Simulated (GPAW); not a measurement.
Input of a GPAW 26.7.0 run:

Contents of run.py:

```python
from ase import Atoms
from ase.calculators.mixing import SumCalculator
from ase.filters import FrechetCellFilter
from ase.io import write
from ase.optimize import BFGS
from dftd3.ase import DFTD3
from gpaw import GPAW, PW, setup_paths

setup_paths.insert(0, '.')

atoms = Atoms(['S', 'S', 'Mg', 'Mg'],
              cell=[[4.0346224068, 0.0, 0.0],
                    [-2.0173112034, 3.494085499, 0.0],
                    [0.0, 0.0, 6.43229418]],
              scaled_positions=[[0.6666666667, 0.3333333333, 0.87924415],
                                [0.3333333333, 0.6666666667, 0.37924415],
                                [0.3333333333, 0.6666666667, 0.99575485],
                                [0.6666666667, 0.3333333333, 0.49575485]],
              pbc=True)

calc = GPAW(mode=PW(800),
            xc='PBEsol',
            kpts={'size': (5, 5, 3), 'gamma': True},
            occupations={'name': 'fermi-dirac', 'width': 0.05},
            nbands=28,
            convergence={'density': 1e-05, 'forces': 0.0001},
            maxiter=150,
            txt='gpaw.txt')
atoms.calc = SumCalculator([calc, DFTD3(method='pbesol', damping='d3bj')])
opt = BFGS(FrechetCellFilter(atoms), trajectory='relax.traj', logfile='-')
done = opt.run(fmax=0.02, steps=60)
calc.write('gs.gpw')
write('result.traj', atoms)
print('Converged:', done)
print('Cell:', atoms.cell.cellpar().round(4))
print('Volume:', round(atoms.get_volume(), 4))
print(atoms.get_scaled_positions().round(5))
```

Potentials or basis: PAW data sets generated in the run's folder for this functional, pw.

Command:

```sh
$ gpaw-setup -f PBEsol Mg S
$ OMP_NUM_THREADS=1 python run.py
```

Problem. What does it give for the relaxed volume?

Solution. 21.96 Å³/atom.

Problem. What does it give for the space group after relaxing (to 0.05 Å)?

Solution. P6_3mc (No. 186).

Problem. Estimate the band gap on the k mesh.

Solution. 3.43 eV, direct.

Problem. What does it give for the relaxed cell?

Solution. a = 3.994 Å, b = 3.994 Å, c = 6.359 Å, α = 90.00°, β = 90.00°, γ = 120.00°.

Final structure:
```
S Mg
1.0
     3.99385    0.00000    0.00000
    -1.99693    3.45878    0.00000
     0.00000    0.00000    6.35887
S Mg
2 2
Direct
  0.66667 0.33333 0.87863
  0.33333 0.66667 0.37863
  0.33333 0.66667 0.99636
  0.66667 0.33333 0.49636
```

Caveat: later steps reuse the first step's grids. As with any semilocal functional, this PBEsol gap is likely too small.
